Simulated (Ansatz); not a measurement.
# TiO2 (P1) in Ansatz: band structure with PBE

Aim: the band structure of TiO2 with PBE.

Program: Ansatz 0.2.0. These are calculated values, not measurements. Logs are shortened: lines on timing, memory, paths and dates and some standing lists are left out, and cuts for length are marked.

## Step 1: Starting point

The typed cell holds 9 atoms: a = 2.968 Å, b = 4.708 Å, c = 7.241 Å, α = 88.08°, β = 78.18°, γ = 90.00°.

The cell comes from a database or a generator and needn't be the stable form of this composition.

## Step 2: Band structure, PBE

input.yaml

```yaml
crystal:
  lattice:
    - [2.9682645463, 0.0, 0.0]
    - [0.0002080834, 4.7076067549, 0.0]
    - [1.4835696211, 0.242353462, 7.0834647979]
  atoms:
    - { symbol: Ti, position: [0.00337187, 0.00038881, 0.00070319] }
    - { symbol: Ti, position: [0.34464021, 0.48025965, 0.31695987] }
    - { symbol: Ti, position: [0.66170814, 0.52047436, 0.68449636] }
    - { symbol: O, position: [0.44003816, 0.18543769, 0.1285388] }
    - { symbol: O, position: [0.77792634, 0.29772875, 0.45187807] }
    - { symbol: O, position: [0.10123624, 0.30895342, 0.80624322] }
    - { symbol: O, position: [0.90649721, 0.69183699, 0.19517157] }
    - { symbol: O, position: [0.22940715, 0.70300728, 0.54951473] }
    - { symbol: O, position: [0.56802567, 0.81530006, 0.87282718] }
hamiltonian:
  xc: pbe
  pseudopotentials: { kind: paw }
kpoints:
  mp_grid: { grid: [9, 6, 4] }
  band_path:
    path:
      - [[0.0, 0.0, 0.5], [0.0, 0.0, 0.0], [0.0, 0.5, 0.0]]
      - [[0.0, 0.5, 0.5], [0.0, 0.0, 0.0], [-0.5, -0.5, -0.5]]
      - [[-0.5, -0.5, 0.0], [0.0, 0.0, 0.0], [-0.5, 0.0, -0.5]]
      - [[-0.5, 0.0, 0.0], [0.0, 0.0, 0.0]]
    npoints: 10
scf:
  occupations: { method: fermi_dirac, width: 0.05 }
  n_extra_bands: 22
output:
  forces: true
  stress: true
  eigenvalues: true
  fatbands: false
```

Potentials or basis: Ansatz PAW.

Launch:

```console
$ ansatz run input.yaml --threads 4 --pin off --max-ram 11264MiB --backend cpu --events-out ev --progress --plain --runs-dir out
```

The program printed:

```text
Warning: RAYON_NUM_THREADS=4 ignored (pool sized by the plan → 4); use --threads N
scf.n_extra_bands = 22 over 36 filled bands (N_el = 72.0): the run solves 58 bands
Engine: ansatz 0.2.0, aarch64-unknown-linux-gnu
Pseudopotentials: kind: paw
Pseudopotential: Ti, paw, valence charge 12, recommended cutoff 420 eV (normal), Ti.paw.azcp
Pseudopotential: O, paw, valence charge 6, recommended cutoff 420 eV (normal), O.paw.azcp
Functional definition: PBE
  parameter kappa = 0.804
  parameter beta = 0.06672455060314922
  exchange = pbe_x(kappa = kappa, mu = beta*pi^2/3)
  correlation = pbe_c(beta = beta)
Crystal: 9 atoms, lattice volume = 98.980 Å³
Basis set: ecut = 420 eV, 1911 PW (Γ), exchange–correlation on 40×64×100 points (8 copies of the dense FFT grid, shifted against one another)
Bands: 58, of which v1, the nominal top of the filled ones, is band 36 counted from 1 (35 counted from 0)
Symmetry: 1 space group operations
Space group: P1 (ITA 1), of the structure as read, at distance tolerance 4.6e-5 Å
k-points: 110 of 216 (time reversal used)
Non-local potential: Ti, projectors of the file, l = 0: 3, l = 1: 2, l = 2: 3, l = 3: 1
Non-local potential: O, projectors of the file, l = 0: 2, l = 1: 2, l = 2: 1
PAW form: soft (Blöchl's): semilocal exchange-correlation on the pseudo side does not see the compensation charge
PAW one-centre angular grid: Ti, 590 points (default); XC on 64 Gauss nodes
PAW one-centre angular grid: O, 110 points (default); XC on 64 Gauss nodes
Initial density: superposition of atomic densities (neutral atoms: chi_scale 0, normalization atom), corrected by the library's trained network
Initial wavefunctions: pseudopotential atomic-orbital guess
Functional: x = pbe(κ = 0.804, μ = 0.2195149727645171), c = pbe(β = 0.06672455060314922)
SCF iter   1: F=—  HF=-10915.746707 eV  |F-HF|=—  |Δ(HF+E_count)|=         —  Δρ=3.35e-3  dr2=8.31e-3  ethr=1.77e-3  ⟨swp⟩=5.9  Hψ=25631  notcnv=0  defer=501
preconditioner: auto → Resta (q_TF=auto, 2.587 Å⁻¹)  ε∞=4.8  [insulator: Δε(μ)=2.250 eV  Ē_g=13.321 eV  σ=0.050 eV  W_gap=1.00  n_scr=30 (ndim 8)  ℏωp=25.9 eV  f_vac=0.074  D(μ)=0.00/eV (n_scr^D=0)  ε∞_Penn≈4.8]
SCF iter   2: F=—  HF=-10915.747060 eV  |F-HF|=—  |Δ(HF+E_count)|=   3.53e-4  Δρ=1.95e-3  dr2=1.87e-3  ethr=1.15e-5  ⟨swp⟩=1.5  Hψ=7742  notcnv=0  defer=719
SCF iter   3: F=—  HF=-10915.747346 eV  |F-HF|=—  |Δ(HF+E_count)|=   2.86e-4  Δρ=9.92e-4  dr2=6.33e-4  ethr=2.60e-6  ⟨swp⟩=2.0  Hψ=7144  notcnv=0  defer=719
SCF iter   4: F=—  HF=-10915.747518 eV  |F-HF|=—  |Δ(HF+E_count)|=   1.72e-4  Δρ=2.57e-4  dr2=6.39e-5  ethr=8.80e-7  ⟨swp⟩=2.0  Hψ=6837  notcnv=0  defer=719
SCF iter   5: F=—  HF=-10915.747590 eV  |F-HF|=—  |Δ(HF+E_count)|=   7.24e-5  Δρ=1.10e-4  dr2=9.49e-6  ethr=8.87e-8  ⟨swp⟩=2.0  Hψ=6947  notcnv=0  defer=719
SCF iter   6: F=—  HF=-10915.747595 eV  |F-HF|=—  |Δ(HF+E_count)|=   5.11e-6  Δρ=5.64e-5  dr2=3.18e-6  ethr=1.32e-8  ⟨swp⟩=2.0  Hψ=7289  notcnv=0  defer=719
SCF iter   7: F=—  HF=-10915.747596 eV  |F-HF|=—  |Δ(HF+E_count)|=   6.32e-7  Δρ=1.55e-5  dr2=2.52e-7  ethr=4.41e-9  ⟨swp⟩=2.0  Hψ=6920  notcnv=0  defer=719
SCF iter   8: F=—  HF=-10915.747596 eV  |F-HF|=—  |Δ(HF+E_count)|=   1.99e-7  Δρ=1.01e-5  dr2=1.00e-7  ethr=1.39e-10  ⟨swp⟩=11.6  Hψ=27546  notcnv=0
SCF iter   9: F=-10915.747596 eV  HF=-10915.747596 eV  |F-HF|=7.65e-9  |Δ(HF+E_count)|=   1.25e-8  Δρ=4.71e-6  dr2=2.02e-8  ethr=1.39e-10  ⟨swp⟩=4.0  Hψ=16596  notcnv=0
SCF 1 converged in 9 iterations: F = -10915.747596 eV  dr2 = 2.02e-8
NSCF: frozen V_eff on 74 k-points
SCF converged after 9 iterations
Free energy (F): -10915.747596 eV
Harris-Foulkes:  -10915.747596 eV  (|F-HF|=7.65e-9)
Internal energy: -10915.747596 eV  (E = F + TS)
E sigma→0 (E₀):  -10915.747596 eV
Fermi energy:    9.071298 eV
--- Per-component energies (eV) ---
  E_band       = -651.473523
  E_kinetic    = 1870.097682
  E_local      = -5211.274837  (includes V_loc(G=0)·N_el)
  E_nonlocal   = 294.827141
  E_hartree    = 2022.206917
  E_xc         = -739.166130
  E_vxc        = -936.106048  (∫ρ·V_xc dr)
  E_paw        = -4082.805641  (= ΣΔE_a)
  E_vpaw       = -713.442737  (= ΣTr[D̂ρ^β])
  E_aug_tail   = 0.015365  (compensation charges beyond the density's cutoff)
  E_ewald      = -5069.648093
  E_smearing   = -0.000000  (= −TS)
  E_closure    = -0.000000  (closes the sum)
  Σ components = -10915.747596   (vs F -10915.747596, Δ=0.00e0)
--- Forces (eV/Å), atoms counted from 1 ---
  atom   1  Ti     0.00019103    -0.00187112     0.00210553
  atom   2  Ti     0.00366803     0.02020938     0.09389205
  atom   3  Ti     0.00109323    -0.01683905    -0.09770859
  atom   4  O     -0.00120180    -0.00769754     0.02892629
  atom   5  O      0.00752831    -0.11787259     0.01357750
  atom   6  O     -0.00242607    -0.04153376    -0.00965108
  atom   7  O     -0.00012948     0.03987723     0.00918762
  atom   8  O     -0.00388000     0.11684032    -0.01228200
  atom   9  O     -0.00484294     0.00888548    -0.02804623
  max |Σ_I F_I| component: 1.65e-6 eV/Å
--- Stress (GPa, compression-positive) ---
        3.268385      -0.017296       0.007725
       -0.017296       4.045510      -0.114571
        0.007725      -0.114572       3.651415
  P = ⅓ Tr σ = 3.6551 GPa (36.551 kbar)
--- Band table (eV; the first three rows and the last of 110) ---
  k-point 0: bands = ["-48.7226", "-48.5822", "-48.5482", "-25.0148", "-25.0115", "-24.9467", "-24.8343", "-24.8181", "-24.7799", "-24.7057", "-24.6848", "-24.6312", "-9.9384", "-8.9798", "-8.8836", "-8.3945", "-8.3577", "-8.0277", "2.9732", "3.1972", "3.5319", "3.6718", "4.2517", "4.3826", "4.7062", "4.7260", "4.8042", "5.3468", "5.8983", "6.3055", "6.3505", "7.0364", "7.4962", "7.5870", "7.6782", "7.8917", "10.2157", "10.6150", "10.7515", "10.8849", "11.0796", "11.1220", "11.3456", "11.6570", "12.5425", "13.1501", "13.9098", "14.4635", "14.5189", "14.7485", "15.5141", "15.7951", "18.7740", "19.1486", "19.7805", "22.1498", "22.3997", "23.3321"]
  k-point 1: bands = ["-48.7226", "-48.5823", "-48.5481", "-25.0383", "-24.9941", "-24.9307", "-24.8345", "-24.8321", "-24.7695", "-24.7123", "-24.6843", "-24.6316", "-9.8454", "-9.2343", "-8.8418", "-8.3620", "-8.2327", "-8.0596", "2.8013", "3.2124", "3.4207", "3.9243", "4.2602", "4.3529", "4.3742", "4.7037", "5.2030", "5.5732", "5.9844", "6.2692", "6.5311", "7.0223", "7.3133", "7.3277", "7.4683", "7.9503", "10.2997", "10.7120", "10.7572", "10.7809", "10.9954", "11.0426", "11.3230", "11.8736", "12.5269", "13.0234", "14.1947", "14.4014", "14.6066", "14.7059", "15.3734", "16.1212", "17.9961", "19.6211", "20.0210", "21.5626", "22.1689", "23.4731"]
  k-point 2: bands = ["-48.7225", "-48.5824", "-48.5481", "-25.0491", "-24.9878", "-24.9149", "-24.8434", "-24.8346", "-24.7623", "-24.7194", "-24.6838", "-24.6319", "-9.6154", "-9.5561", "-8.8450", "-8.3073", "-8.1305", "-8.1154", "2.6398", "3.2327", "3.5525", "3.8970", "4.1201", "4.2693", "4.3661", "4.6820", "5.5884", "5.9976", "6.2001", "6.2685", "6.3347", "6.7781", "7.0592", "7.1175", "7.6627", "7.7979", "10.3503", "10.6103", "10.7763", "10.9141", "10.9514", "11.1113", "11.1275", "12.0785", "12.4599", "12.9581", "14.4337", "14.5003", "14.5369", "14.7280", "15.1610", "16.8456", "17.0874", "19.8336", "20.6079", "20.7477", "21.9840", "23.8011"]
  k-point 109: bands = ["-48.6847", "-48.5303", "-48.5243", "-25.2577", "-25.1236", "-25.1173", "-24.9013", "-24.8895", "-24.7904", "-24.7618", "-24.7303", "-24.7286", "-8.9269", "-8.8405", "-8.5952", "-8.4722", "-8.3393", "-8.2138", "3.2972", "3.4661", "3.8409", "3.9409", "4.1726", "4.3995", "4.4829", "4.8467", "5.0964", "5.6437", "5.8630", "5.9976", "6.1693", "6.2893", "6.5188", "6.6219", "6.9010", "7.1761", "10.5110", "10.6212", "11.0905", "11.2781", "11.3909", "11.4926", "11.6238", "11.9071", "12.0154", "13.2997", "13.3606", "13.9749", "14.2215", "14.9062", "14.9841", "19.7348", "19.9974", "20.9361", "21.8179", "22.3407", "22.7694", "23.5247"]
```

Wall time 29 s (4 threads of Arm Neoverse V1, shared host); peak memory 0.74 GiB.

What came out:

* Free energy: -10915.7476 eV
* Pressure: 3.7 GPa
* Largest force: 0.119 eV/Å
* Band gap on the k mesh: 2.27 eV, indirect (least direct gap 2.32 eV)
* Band gap along the path: 2.26 eV, indirect (least direct gap 2.31 eV)

Forces in eV/Å, atoms in the order of the input:
```
Ti   0.000 -0.002  0.002
Ti   0.004  0.020  0.094
Ti   0.001 -0.017 -0.098
O   -0.001 -0.008  0.029
O    0.008 -0.118  0.014
O   -0.002 -0.042 -0.010
O    0.000  0.040  0.009
O   -0.004  0.117 -0.012
O   -0.005  0.009 -0.028
```

Levels at the corners of the path, in eV from the valence-band top:
```
point  band 32  band 33  band 34  band 35  band 36  band 37  band 38  band 39  band 40  band 41
    X    -1.18    -0.89    -0.84    -0.29    -0.16     2.40     2.66     2.82     2.96     3.00
    Γ    -0.92    -0.46    -0.37    -0.27    -0.06     2.26     2.66     2.80     2.93     3.13
    Y    -1.14    -1.13    -0.93    -0.85    -0.76     2.34     2.70     2.79     2.98     3.09
    L    -1.31    -0.92    -0.74    -0.70    -0.27     2.33     2.57     2.67     2.89     3.15
    Γ    -0.92    -0.46    -0.37    -0.27    -0.06     2.26     2.66     2.80     2.93     3.13
    Z    -1.41    -1.29    -0.76    -0.68    -0.58     2.42     2.56     2.99     3.37     3.45
    N    -1.41    -1.29    -0.76    -0.68    -0.58     2.42     2.56     2.99     3.37     3.45
    Γ    -0.92    -0.46    -0.37    -0.27    -0.06     2.26     2.66     2.80     2.93     3.13
    M    -1.69    -1.57    -1.29    -1.16    -1.04     2.54     2.62     3.22     3.35     3.49
    R    -1.69    -1.57    -1.29    -1.16    -1.05     2.54     2.62     3.22     3.35     3.49
    Γ    -0.92    -0.46    -0.37    -0.27    -0.06     2.26     2.66     2.80     2.93     3.13
```

Caveat: the pressure holds a Pulay correction of +0.7 GPa for the finite cutoff. As with any semilocal functional, this PBE gap is likely too small.
